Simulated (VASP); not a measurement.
# FeO (I4/mmm) in VASP: a series of runs

One crystal, FeO, is run at these levels: PBE; tasks: single point.

All numbers are computed with VASP 6.6.1; they aren't measurements. Logs are shortened: lines on timing, memory, paths and dates and some standing lists are left out, and cuts for length are marked.

### Step 1. The crystal as given

It takes space group I4/mmm (No. 139, tetragonal). Conventional cell: a = 3.204 Å, b = 3.204 Å, c = 4.167 Å, α = 90.00°, β = 90.00°, γ = 90.00°. Fe (site symmetry 4/mmm) has 6 O at 2.08 to 2.27 Å as nearest neighbours. O (site symmetry 4/mmm) has 6 Fe at 2.08 to 2.27 Å as nearest neighbours.

The cell comes from a database or a generator and needn't be the stable form of this composition.

### Step 2. Single point, PBE, collinear spin, ferromagnetic start

The input, INCAR:

```
SYSTEM = FeO
PREC     = Accurate       ! precision mode
ENCUT    = 500            ! plane-wave cutoff, eV
EDIFF    = 1E-6           ! SCF threshold, eV
ISMEAR   = 0              ! smearing method
SIGMA    = 0.05           ! smearing width, eV
LREAL    = .FALSE.        ! projectors in reciprocal space
LASPH    = .TRUE.         ! aspherical terms in the spheres
NELM     = 100            ! most SCF steps
ALGO     = Normal         ! electronic algorithm
ISIF     = 2              ! what is computed and relaxed
LWAVE    = .FALSE.        ! write WAVECAR
LCHARG   = .FALSE.        ! write CHGCAR
ISPIN    = 2              ! spin polarisation
MAGMOM   = 3 0            ! initial moments
LORBIT   = 11             ! projections on sites
LMAXMIX  = 4              ! l up to which the mixer works
GGA      = PE             ! functional
ADDGRID  = .FALSE.
```

The input, KPOINTS:

```
Automatic mesh
0
G
  7 7 7
  0 0 0
```

The input, POSCAR:

```
FeO
1.0
   -1.6021034130      1.6021034130      2.0833922500
    1.6021034130     -1.6021034130      2.0833922500
    1.6021034130      1.6021034130     -2.0833922500
Fe O
1 1
Direct
    0.0000000000      0.0000000000      0.0000000000
    0.5000000000      0.5000000000      0.0000000000
```

Potentials or basis: VASP PAW PBE potentials, release 64 (Fe, O).

Run with:

```
cat potpaw_PBE.64/Fe/POTCAR potpaw_PBE.64/O/POTCAR > POTCAR
mpirun -np 1 vasp_std > vasp.out
```

OUTCAR:

```text
SYSTEM = FeO
   PREC = Accurate
   ENCUT = 500
   EDIFF = 1E-6
   ISMEAR = 0
   LREAL = .FALSE.
   LASPH = .TRUE.
   NELM = 100
   ISIF = 2
   ISPIN = 2
   LORBIT = 11
   GGA = PE

 Found     40 irreducible k-points:

 Following reciprocal coordinates:
            Coordinates               Weight
  0.000000  0.000000  0.000000      1.000000
  0.142857  0.000000 -0.000000      8.000000
  0.285714  0.000000  0.000000      8.000000
  0.428571  0.000000 -0.000000      8.000000
  0.142857  0.142857 -0.000000      8.000000
  0.285714  0.142857 -0.000000     16.000000
   k-points           NKPTS =     40   k-points in BZ     NKDIM =     40   number of bands    NBANDS=     13
   number of dos      NEDOS =    301   number of ions     NIONS =      2
   total plane-waves  NPLWV =  13824
   dimension x,y,z NGX =    24 NGY =   24 NGZ =   24
   dimension x,y,z NGXF=    48 NGYF=   48 NGZF=   48
   ions per type =               1   1
   NGX,Y,Z   is equivalent  to a cutoff of  12.96, 12.96, 12.96 a.u.
   NGXF,Y,Z  is equivalent  to a cutoff of  25.93, 25.93, 25.93 a.u.
 SYSTEM =  FeO
   PREC   = accura    normal or accurate (medium, high low for compatibility)
   ISTART =      0    job   : 0-new  1-cont  2-samecut
   ICHARG =      2    charge: 1-file 2-atom 10-const
   ISPIN  =      2    spin polarized calculation?
   LNONCOLLINEAR =      F non collinear calculations
   LSORBIT =      F    spin-orbit coupling
   LASPH  =      T    aspherical Exc in radial PAW
   ENCUT  =  500.0 eV  36.75 Ry    6.06 a.u.   5.61  5.61  5.61*2*pi/ulx,y,z
   NELM   =    100;   NELMIN=  2; NELMDL= -5     # of ELM steps
   EDIFF  = 0.1E-05   stopping-criterion for ELM
   LREAL  =      F    real-space projection
   EDIFFG = 0.1E-04   stopping-criterion for IOM
   NSW    =      0    number of steps for IOM
   IBRION =     -1    ionic relax: 0-MD 1-quasi-New 2-CG
   NFREE  =      0    steps in history (QN), initial steepest desc. (CG)
   ISIF   =      2    stress and relaxation
   ISYM   =      2    0-nonsym 1-usesym 2-fastsym
   POTIM  = 0.5000    time-step for ionic-motion
   TEBEG  =    0.0;   TEEND  =   0.0 temperature during run
   PSTRESS=    0.0 pullay stress
   NELECT =      14.0000    total number of electrons
   NUPDOWN=      -1.0000    fix difference up-down
   EMIN   =  10.00;   EMAX   =-10.00  energy-range for DOS
   EFERMI =   0.00;   METHOD = LEGACY
   ISMEAR =     0;   SIGMA  =   0.05  broadening in eV -4-tet -1-fermi 0-gaus
   EFERMI_NEDOS =   21; number of points for ismear=-14 and -15
   IALGO  =     38    algorithm
   IMIX   =      4    mixing-type and parameters
     AMIX     =   0.40;   BMIX     =  1.00
     AMIX_MAG =   1.60;   BMIX_MAG =  1.00
  volume/ion in A,a.u.               =      10.70        72.17
  Fermi-wavevector in a.u.,A,eV,Ry     =   1.421391  2.686039 27.488551  2.020352
  Thomas-Fermi vector in A             =   2.542205
   LORBIT       =     11    0 simple, 1 ext, 2 COOP (PROOUT), +10 PAW based schemes
   GGA     = PE    functional components
   LHFCALC =     F    Hartree Fock is set to
   AEXX    =    0.0000 exact exchange contribution
   IVDW    =     0    specifies the selected vdW correction
   LEPSILON=     F    determine dielectric tensor
   LRPA    =     F    only Hartree local field effects (RPA)
 spin polarized calculation
 Gauss-broadening in eV      SIGMA  =   0.05
  energy-cutoff  :      500.00
  volume of cell :       21.39
 maximum number of plane-waves:       551
   NGX = 11   NGY = 11   NGZ = 11

 number of electron      14.0000002 magnetization       4.0054256

 Free energy of the ion-electron system (eV)
  ---------------------------------------------------
  ext. energy  EPLUGINS =         0.00000000
  ---------------------------------------------------
  free energy    TOTEN  =       -14.86405941 eV

  energy without entropy =      -14.86224715  energy(sigma->0) =      -14.86315328

 E-fermi :   5.5108     XC(G=0): -11.7950

 val. band max:        5.5031950639   @ k =  -0.1429  -0.1429   0.1429
 cond. band min:       5.5323451543   @ k =   0.2857   0.0000   0.0000
 fundamental gap:      0.0291500905
 Fermi energy:         5.5107562779

 spin component 1

 k-point     1 :       0.0000    0.0000    0.0000
  band No.  band energies     occupation
      1     -14.7485      1.00000
      2       1.5929      1.00000
      3       1.5929      1.00000
      4       1.7200      1.00000
      5       1.7504      1.00000
      6       1.8632      1.00000
      7       1.9224      1.00000
      8       1.9693      1.00000
      9       1.9693      1.00000
     10       5.3828      0.99985
     11      20.8239      0.00000
     12      22.0415      0.00000
     13      22.0418      0.00000

 k-point     2 :       0.1429    0.0000   -0.0000
  band No.  band energies     occupation
      1     -14.5750      1.00000
      2       0.3211      1.00000
      3       0.6126      1.00000
      4       0.6780      1.00000
      5       1.7637      1.00000
      6       1.9208      1.00000
      7       2.1775      1.00000
      8       3.0295      1.00000
      9       3.2228      1.00000
     10       6.5954      0.00000
     11      17.9899      0.00000
     12      20.6177      0.00000
     13      21.6958      0.00000

 k-point     3 :       0.2857    0.0000    0.0000
  band No.  band energies     occupation
      1     -14.1549      1.00000
      2      -1.4612      1.00000
      3      -0.3299      1.00000
      4      -0.2029      1.00000
      5       2.1033      1.00000
      6       2.1623      1.00000
      7       2.5301      1.00000
      8       4.0191      1.00000
      9       4.4276      1.00000
     10       8.4057      0.00000
     11      15.0073      0.00000
     12      18.3160      0.00000
     13      20.1518      0.00000

 k-point     4 :       0.4286    0.0000   -0.0000
  band No.  band energies     occupation
      1     -13.7800      1.00000
      2      -2.5969      1.00000
      3      -0.8362      1.00000
      4      -0.6809      1.00000
      5       2.3545      1.00000
      6       2.3958      1.00000
      7       2.9156      1.00000
      8       4.5941      1.00000
      9       5.1809      1.00000
     10       9.3183      0.00000
     11      13.5389      0.00000
     12      16.9065      0.00000
     13      18.8559      0.00000

 k-point     5 :       0.1429    0.1429   -0.0000
  band No.  band energies     occupation
      1     -14.3057      1.00000
      2      -0.9148      1.00000
      3      -0.1708      1.00000
      4       0.4217      1.00000
      5       1.9806      1.00000
      6       2.0148      1.00000
      7       2.5999      1.00000
      8       2.8771      1.00000
      9       4.2897      1.00000
     10       8.0840      0.00000
     11      16.3348      0.00000
     12      17.9208      0.00000
     13      21.5987      0.00000

 k-point     6 :       0.2857    0.1429   -0.0000
  band No.  band energies     occupation
      1     -13.9146      1.00000
      2      -2.0171      1.00000
      3      -0.6939      1.00000
      4      -0.3497      1.00000
      5       2.1863      1.00000
      6       2.2567      1.00000
      7       2.8408      1.00000
      8       3.5322      1.00000
      9       5.0035      1.00000
     10       9.7108      0.00000
     11      14.2688      0.00000
     12      16.2429      0.00000
     13      19.5712      0.00000

 [... further k-points ...]

 spin component 2

 k-point     1 :       0.0000    0.0000    0.0000
  band No.  band energies     occupation
      1     -14.2257      1.00000
      2       2.2223      1.00000
      3       2.5456      1.00000
      4       2.5456      1.00000
      5       4.7730      1.00000
      6       4.7731      1.00000
      7       5.0217      1.00000
      8       5.2729      1.00000
      9       5.6156      0.00151
     10       6.6279      0.00000
     11      20.7636      0.00000
     12      22.8722      0.00000
     13      22.9500      0.00000

 k-point     2 :       0.1429    0.0000   -0.0000
  band No.  band energies     occupation
      1     -14.0500      1.00000
      2       1.1348      1.00000
      3       1.8778      1.00000
      4       2.0503      1.00000
      5       4.9997      1.00000
      6       5.0380      1.00000
      7       5.1317      1.00000
      8       6.1125      0.00000
      9       6.1141      0.00000
     10       7.6199      0.00000
     11      18.6427      0.00000
     12      21.7074      0.00000
     13      22.5606      0.00000

 k-point     3 :       0.2857    0.0000    0.0000
  band No.  band energies     occupation
      1     -13.6242      1.00000
      2      -0.6867      1.00000
      3       1.1092      1.00000
      4       1.2852      1.00000
      5       5.4033      0.99882
      6       5.4688      0.88213
      7       5.5323      0.27072
      8       7.0321      0.00000
      9       7.3263      0.00000
     10       9.2659      0.00000
     11      15.9025      0.00000
     12      19.3521      0.00000
     13      21.0866      0.00000

 k-point     4 :       0.4286    0.0000   -0.0000
  band No.  band energies     occupation
      1     -13.2440      1.00000
      2      -1.8513      1.00000
      3       0.6429      1.00000
      4       0.8226      1.00000
      5       5.6673      0.00000
      6       5.9408      0.00000
      7       6.0088      0.00000
      8       7.6681      0.00000
      9       8.1895      0.00000
     10       9.8866      0.00000
     11      14.6140      0.00000
     12      17.8188      0.00000
     13      19.7262      0.00000

 k-point     5 :       0.1429    0.1429   -0.0000
  band No.  band energies     occupation
      1     -13.7770      1.00000
      2      -0.0485      1.00000
      3       1.3083      1.00000
      4       1.5825      1.00000
      5       5.1582      1.00000
      6       5.4118      0.99743
      7       5.6058      0.00359
      8       5.8127      0.00000
      9       7.1747      0.00000
     10       9.1352      0.00000
     11      17.0854      0.00000
     12      19.0127      0.00000
     13      22.7924      0.00000

 k-point     6 :       0.2857    0.1429   -0.0000
  band No.  band energies     occupation
      1     -13.3782      1.00000
      2      -1.2105      1.00000
      3       0.7702      1.00000
      4       0.8623      1.00000
      5       5.4001      0.99913
      6       5.7353      0.00000
      7       6.0189      0.00000
      8       6.5622      0.00000
      9       7.9980      0.00000
     10      10.5831      0.00000
     11      15.1861      0.00000
     12      17.2403      0.00000
     13      20.5963      0.00000

 [... further k-points ...]

------------------------ aborting loop because EDIFF is reached ----------------------------------------

  FORCE on cell =-STRESS in cart. coord.  units (eV):
  Direction    XX          YY          ZZ          XY          YZ          ZX
  --------------------------------------------------------------------------------------
  -------------------------------------------------------------------------------------
  Total       -1.4116029     -1.4116029     -0.7226668      0.0000000      0.0000000      0.0000000
  in kB     -105.7331097   -105.7331097    -54.1298136      0.0000000      0.0000000      0.0000000
  external PRESSURE =     -88.5320110 kB  Pullay stress =       0.0000000 kB

 VOLUME and BASIS-vectors are now :
 -----------------------------------------------------------------------------
  energy-cutoff  :      500.00
  volume of cell :       21.39
      direct lattice vectors                 reciprocal lattice vectors
    -1.602103413  1.602103413  2.083392250     0.000000000  0.312089717  0.239993213
     1.602103413 -1.602103413  2.083392250     0.312089717  0.000000000  0.239993213
     1.602103413  1.602103413 -2.083392250     0.312089717  0.312089717  0.000000000

 POSITION                                       TOTAL-FORCE (eV/Angst)
 -----------------------------------------------------------------------------------
      0.00000      0.00000      0.00000         0.000000      0.000000      0.000000
      0.00000      0.00000      2.08339        -0.000000     -0.000000      0.000000
 -----------------------------------------------------------------------------------
    total drift:                               -0.000000      0.000000     -0.000000

  FREE ENERGIE OF THE ION-ELECTRON SYSTEM (eV)
  ---------------------------------------------------
  free  energy   TOTEN  =       -14.8640594139 eV

  energy  without entropy=      -14.8622471455  energy(sigma->0) =      -14.86315328

 total charge

# of ion       s       p       d       tot
------------------------------------------
    1        0.279   0.326   6.051   6.656
    2        1.560   3.408   0.000   4.968
--------------------------------------------------
tot          1.838   3.734   6.051  11.623

 magnetization (x)

# of ion       s       p       d       tot
------------------------------------------
    1        0.031   0.019   3.571   3.622
    2        0.028   0.268   0.000   0.295
--------------------------------------------------
tot          0.059   0.287   3.571   3.917
```

It took 15 s on 1 thread of Intel Xeon Platinum 8488C (Sapphire Rapids), shared host; peak memory 0.15 GiB.

These settings aren't checked as converged: the numbers below hold their error.

Results:

* Free energy: -14.8641 eV
* Pressure: -8.9 GPa
* Band gap on the k mesh: none (metal or under the smearing width)
* Net moment: 4.01 μB per cell
* Site moments: Fe +3.62; O +0.29 μB
* Valence electrons inside the program's atomic spheres: Fe 6.66; O 4.97

Caveat: the k mesh is coarse (spacing up to 0.40 Å⁻¹), so the values aren't converged; a cell with one magnetic atom can't hold antiferromagnetic order, which such compounds often take; semilocal functionals often make such compounds metallic where correlation or magnetic order opens a gap, which also shifts bond lengths.

### Step 3. Single point, PBE, collinear spin, ferromagnetic start

Changes to INCAR since step 2:

```diff
@@ -1,3 +1,3 @@
 SYSTEM = FeO
-PREC     = Accurate       ! precision mode
+PREC     = Low            ! precision mode
 ENCUT    = 500            ! plane-wave cutoff, eV
```

KPOINTS is that of step 2.

POSCAR is that of step 2.

Potentials or basis: VASP PAW PBE potentials, release 64 (Fe, O).

Run with:

```
cat potpaw_PBE.64/Fe/POTCAR potpaw_PBE.64/O/POTCAR > POTCAR
mpirun -np 1 vasp_std > vasp.out
```

Run time: 16 s. Hardware: 1 thread of Intel Xeon Platinum 8488C (Sapphire Rapids), shared host; peak memory 0.12 GiB.

These settings aren't checked as converged: the numbers below hold their error.

What came out:

* Free energy: -14.8681 eV
* Pressure: -8.9 GPa
* Band gap on the k mesh: none (metal or under the smearing width)
* Net moment: 4.01 μB per cell
* Site moments: Fe +3.62; O +0.29 μB
* Valence electrons inside the program's atomic spheres: Fe 6.66; O 4.97

Caveat: the k mesh is coarse (spacing up to 0.40 Å⁻¹), so the values aren't converged; a cell with one magnetic atom can't hold antiferromagnetic order, which such compounds often take; semilocal functionals often make such compounds metallic where correlation or magnetic order opens a gap, which also shifts bond lengths.

[end of part 1 of 2]
